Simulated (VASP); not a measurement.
Set up this calculation in VASP 6.6.1, as the native input.

```
Task                               : relaxation of cell and atoms
Functional                         : r2SCANh
Potentials or basis                : VASP PAW PBE potentials, release 64 (Pb_d, Se)
Cutoff                             : 600 eV
k mesh                             : 4 × 4 × 4
Occupations                        : gaussian, width 0.05 eV
Spin                               : no spin polarisation
Grid for exact exchange (PRECFOCK) : Fast
Exchange at q = 0                  : default
Further INCAR settings             : ALGO = Normal; EDIFF = 1e-06; IBRION = 2; EDIFFG = -0.01; NSW = 40; ISIF = 3
```

The system is PbSe.

```xyz
2
Lattice="3.7843 0.0000 0.0000 0.0000 3.7843 0.0000 0.0000 0.0000 3.7843" Properties=species:S:1:pos:R:3 pbc="T T T"
Pb    0.0000    0.0000    0.0000
Se    1.8922    1.8922    1.8922
```

Measurements of this composition are mostly on another form, of space group No. 225.

These files were run (other wordings do the same):

POSCAR

```
PbSe
1.0
    3.7843220000      0.0000000000      0.0000000000
    0.0000000000      3.7843220000      0.0000000000
    0.0000000000      0.0000000000      3.7843220000
Pb Se
1 1
Direct
    0.0000000000      0.0000000000      0.0000000000
    0.5000000000      0.5000000000      0.5000000000
```

INCAR.step1

```
SYSTEM = PbSe
PREC = Accurate
ENCUT = 600
EDIFF = 1E-5
ISMEAR = 0
SIGMA = 0.05
LREAL = .False.
LASPH = .True.
NELM = 100
ALGO = Normal
LWAVE = .True.
LCHARG = .False.
GGA = PE
```

INCAR.step2

```
SYSTEM = PbSe
PREC = Accurate
ENCUT = 600
EDIFF = 1E-6
ISMEAR = 0
SIGMA = 0.05
LREAL = .False.
LASPH = .True.
NELM = 100
ALGO = Normal
ISIF = 3
LWAVE = .False.
LCHARG = .False.
METAGGA = R2SCAN
LHFCALC = .True.
AEXX = 0.1
LMIXTAU = .True.
PRECFOCK = Fast
IBRION = 2
NSW = 40
EDIFFG = -0.01
ISTART = 1
```

KPOINTS

```
Automatic mesh
0
Gamma
  4 4 4
  0 0 0
```

Potentials or basis: VASP PAW PBE potentials, release 64 (Pb_d, Se).

Launch:

```bash
$ cat potpaw_PBE.64/Pb_d/POTCAR potpaw_PBE.64/Se/POTCAR > POTCAR
$ cp INCAR.step1 INCAR
$ mpirun -np 1 vasp_std > vasp.out
$ cp INCAR.step2 INCAR
$ mpirun -np 1 vasp_std > vasp.out
```

Results of the run:

```
Relaxed volume                         : 26.72 Å³/atom
Relaxed cell                           : a = 3.766 Å, b = 3.766 Å, c = 3.766 Å, α = 90.00°, β = 90.00°, γ = 90.00°
Space group after relaxing (to 0.05 Å) : Pm-3m (No. 221)
Energy gained by relaxing              : 1.2 meV/atom
Ionic steps                            : 4
Pressure after relaxing                : 0.0 GPa
Band gap on the k mesh                 : none (metal or under the smearing width)
```

Caveat: the k mesh is coarse (spacing up to 0.42 Å⁻¹), so the values aren't converged, least of all with exact exchange; the PAW data sets were made with another functional, which shifts forces and pressure a little.

Wall time 9.1 min on 1 thread of Intel(R) Xeon(R) 6975P-C (Granite Rapids), with other jobs on the host, peak memory 0.19 GiB.
